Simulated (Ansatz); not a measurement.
GeO₂:
```cif
data_Ge2O4
_chemical_formula_sum 'Ge2 O4'
_space_group_name_H-M_alt 'P 1'
_space_group_IT_number 1
_cell_length_a 4.41065
_cell_length_b 4.41065
_cell_length_c 2.87010
_cell_angle_alpha 90.000
_cell_angle_beta 90.000
_cell_angle_gamma 90.000
loop_
_space_group_symop_operation_xyz
  'x, y, z'
loop_
_atom_site_label
_atom_site_type_symbol
_atom_site_fract_x
_atom_site_fract_y
_atom_site_fract_z
_atom_site_occupancy
Ge1 Ge 0.00000 0.00000 0.00000 1
Ge2 Ge 0.50000 0.50000 0.50000 1
O1 O 0.30600 0.30600 0.00000 1
O2 O 0.19400 0.80600 0.50000 1
O3 O 0.69400 0.69400 0.00000 1
O4 O 0.80600 0.19400 0.50000 1
```

Relaxed with r²SCAN. 

Problem. HSE06 on this cell (Ansatz, an electronic-structure program, PAW) gives a gap of 3.74 eV. What does r²SCAN give?

Solution. 2.51 eV.

Cost on shared cores: the r²SCAN run (SCF on a 6×6×10 mesh, then bands and DOS) about 40 core-seconds (a rough figure), the HSE06 run (SCF on 4×4×6, then a few points) very roughly 110 core-seconds; the tasks are unlike.

Space group P4_2/mnm (rutile). The r²SCAN relaxation kept the symmetry of its start; phonons on a q-mesh show no instability. Scalar-relativistic: spin–orbit coupling is off unless named, which matters more the heavier the elements.

Potentials: the later of the program's two PAW sets.

Ansatz is a plane-wave DFT program.
